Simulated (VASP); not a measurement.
Here is a VASP 6.6.1 calculation.

INCAR

```
SYSTEM = Bi
PREC = Accurate
ENCUT = 520
EDIFF = 1E-6
ISMEAR = 0
SIGMA = 0.05
LREAL = .False.
LASPH = .True.
NELM = 100
ALGO = Normal
ISIF = 2
LWAVE = .False.
LCHARG = .False.
GGA = PE
NBANDS = 14
```

The input KPOINTS:

```
regular mesh
0
Gamma
  14 14 14
  0 0 0
```

Contents of POSCAR:

```
Bi
1.0
    0.0000000000      2.5175268456      2.5175268456
    2.5175268456      0.0000000000      2.5175268456
    2.5175268456      2.5175268456      0.0000000000
Bi
1
Direct
    0.0000000000      0.0000000000      0.0000000000
```

Potentials or basis: VASP PAW PBE potentials, release 64 (Bi_d).

Launch:

```sh
$ cat potpaw_PBE.64/Bi_d/POTCAR > POTCAR
$ mpirun -np 1 vasp_std > vasp.out
```

Estimate the pressure.

-0.1 GPa.

What does it give for the band gap on the k mesh?

None (metal or under the smearing width).

Caveat: spin-orbit coupling is left out, which moves the levels of the heavy elements.
